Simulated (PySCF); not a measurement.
**Unknown: peak-picked proton spectrum**

Formula C₄H₈. The spectrum was simulated from the full spin Hamiltonian at 600 MHz with 0.6 Hz Lorentzian lines, from shifts rounded to 0.01 ppm and J to 0.1 Hz, couplings under 1 Hz left out.

Maxima in ppm (height), grouped by integral:
1H: 6.059 (4), 6.044 (8), 6.040 (4), 6.030 (5), 6.029 (5), 6.026 (9), 6.015 (9), 6.012 (5), 6.010 (5), 6.001 (5), 5.996 (9), 5.982 (5)
1H: 5.130 (5), 5.127 (10), 5.126 (7), 5.124 (7), 5.123 (10), 5.120 (5), 5.100 (4), 5.097 (9), 5.096 (6), 5.094 (6), 5.093 (10), 5.090 (5)
1H: 5.003 (5), 5.001 (10), 4.999 (7), 4.999 (7), 4.997 (9), 4.995 (5), 4.985 (5), 4.983 (10), 4.981 (7), 4.980 (7), 4.979 (9), 4.976 (5)
2H: 2.221 (2), 2.218 (3), 2.216 (2), 2.207 (9), 2.204 (12), 2.202 (9), 2.193 (13), 2.190 (19), 2.187 (13), 2.179 (9), 2.176 (13), 2.173 (9), 2.165 (2), 2.162 (3), 2.162 (3), 2.159 (2)
3H: 1.004 (50), 0.990 (100), 0.976 (48)

13C{1H} NMR (computed): δ 145.4 (CH), 114.0 (CH2), 35.2 (CH2), 17.3 (CH3).

Theory: coordinates at the PBE0-D3(BJ)/def2-SVP level, J couplings at B3LYP/pcJ-1 (without the spin–dipole term), GIAO KT2/pcSseg-2 shieldings, in PySCF 2.14.0 with density-fitted response routines (in vacuum, equivalent nuclei averaged, no relativistic terms, a single conformation).

Chemical shifts δ = σref − σ; 1H (σ = 31.18 ppm), 13C (σ = 182.28 ppm) against TMS, all at this level.

Task: Analyse the multiplets.

Result: 1H NMR (600 MHz, computed): δ 6.02 (ddt, J = 17.8, 11.1, 8.5 Hz, 1H), 5.11 (dq, J = 17.8, 2.0 Hz, 1H), 4.99 (ddt, J = 11.1, 2.4, 1.4 Hz, 1H), 2.19 (quint of t, J = 8.4, 1.6 Hz, 2H), 0.99 (t, J = 8.4 Hz, 3H). These are first-order names from the parameters used; overlap and second-order distortion can hide them in the list.

Task: What is the compound?

Result: 1-Butene.

Atom-mapped SMILES (the numbers label the heavy atoms): `[CH2:1]=[CH:2][CH2:3][CH3:4]` (H(Xn): hydrogen on atom n). Ha(C1) is cis to C3; Hb(C1) is trans to C3.

δ 6.02: H(C2), hydrogen on an alkene CH, coupled to Ha(C1) (17.8 Hz), Hb(C1) (11.1 Hz), H(C3) (8.5 Hz). δ 5.11: Ha(C1), hydrogen on a terminal =CH2 carbon, coupled to H(C2) (17.8 Hz), Hb(C1) and H(C3) (2.0 Hz). δ 4.99: Hb(C1), hydrogen on a terminal =CH2 carbon, coupled to H(C2) (11.1 Hz), Ha(C1) (2.4 Hz), H(C3) (1.4 Hz). δ 2.19: H(C3), hydrogen on an allylic sp3 CH2, coupled to H(C2) and H(C4) (8.4 Hz), Ha(C1) and Hb(C1) (1.6 Hz). δ 0.99: H(C4), hydrogen on a methyl carbon, coupled to H(C3) (8.4 Hz).

Multiplet labels drop couplings under 1 Hz and merge nearly equal ones. Unscaled 3J(H,H) at this level run about 10 % above measured values. Shifts are as computed. Against solution values, carbons near 30 ppm lie about +3 ppm off and those near 130 ppm about -1 ppm. Of 1211 compounds with measured shifts, 218 miss one by over three times the rms of a fit or turn the order of signals round; such compounds aren't used in these exercises. Couplings across =CH–CH2 type bonds come from one rotamer and its mirror image, and can be 1–2 Hz further off.
